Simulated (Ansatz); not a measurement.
# CdS: stiffness from a series of strains

```
CELL_PARAMETERS angstrom
4.13480 0.00000 0.00000
-2.06740 3.58084 0.00000
0.00000 0.00000 6.74900
ATOMIC_POSITIONS crystal
Cd 0.33333 0.66667 0.00000
Cd 0.66667 0.33333 0.50000
S 0.33333 0.66667 0.38500
S 0.66667 0.33333 0.88500
```

Atoms are numbered in the order listed.

The cell is COD entry 9008862, as deposited and not checked against the literature; nothing was relaxed. It differs from other determinations.

Computed with DFT, PBE, all-electron LAPW, scalar-relativistic in Ansatz 0.2.0.

Settings: a Γ-centred 7×7×4 k mesh, Fermi–Dirac smearing of 0.01 eV, basis error target 1 meV/atom, no spin polarisation.

The strain is applied along the Cartesian axes of the cell as listed (the other components stay zero). Fractional coordinates are held (clamped ions).

σ is the change of stress from the unstrained cell, which is at 2.56 GPa; tension is positive, so slopes are stress–strain coefficients at that pressure.

Only quantities that a quadratic follows smoothly over the whole series are listed; rougher ones are left out.

```
    εzz  σzz (GPa)  σxx (GPa)
-0.0300      -3.93      -0.95
-0.0200      -2.48      -0.62
 0.0000       0.00       0.00
 0.0100       1.05       0.29
 0.0200       1.99       0.57
 0.0300       2.82       0.84
```

Fit the series and read off the stiffness at zero strain.

Least-squares fits y = p0 + p1 x + p2 x² to the rows give σzz (GPa): p1 = 112, p2 = -610; σxx (GPa): p1 = 29.8, p2 = -60. So C33 = 112 GPa and C13 = 30 GPa, for these axes.

One run, at εzz = -0.0100, is withheld. Predict its row.

The fits give -1.19, -0.30; the run gave -1.17, -0.30.
